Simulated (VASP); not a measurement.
## Se: single point with PBEsol

Se:

```
Se
1.0
     4.03459    0.00000    0.00000
    -2.01730    3.49406    0.00000
     0.00000    0.00000    5.12742
Se
3
Direct
  0.24954 0.00000 0.33333
  0.00000 0.24954 0.66667
  0.75046 0.75046 0.00000
```

| Quantity | Value |
| --- | --- |
| Program | VASP 6.6.1 |
| Task | single point |
| Functional | PBEsol |
| Potentials or basis | VASP PAW PBE potentials, release 64 (Se) |
| Cutoff | 700 eV |
| k mesh | 9 × 9 × 6 |
| Occupations | gaussian, width 0.02 eV |
| Spin | no spin polarisation |
| Further INCAR settings | ALGO = Fast; EDIFF = 1e-06; NBANDS = 16 |

The pressure is 0.0 GPa and the band gap on the k mesh is 0.42 eV, direct.

Levels at points of the mesh, in eV from the valence-band top:
| k point | band 5 | band 6 | band 7 | band 8 | band 9 | band 10 | band 11 | band 12 | band 13 | band 14 |
| --- | --- | --- | --- | --- | --- | --- | --- | --- | --- | --- |
| (0.00, 0.00, 0.00) | -3.45 | -3.45 | -1.91 | -1.91 | -0.57 | 1.41 | 1.41 | 2.02 | 6.25 | 6.25 |
| (0.00, 0.00, 0.50) | -3.12 | -3.12 | -1.42 | -1.36 | -1.36 | 0.86 | 0.86 | 0.87 | 5.48 | 6.91 |

Run time: 2.3 min on 1 thread of Intel(R) Xeon(R) Platinum 8488C (Sapphire Rapids) (shared host), peak memory 0.36 GiB.

Caveat: the PAW data sets were made with another functional, which shifts forces and pressure a little; an odd mesh through Γ misses points on the zone boundary, where band edges often lie.
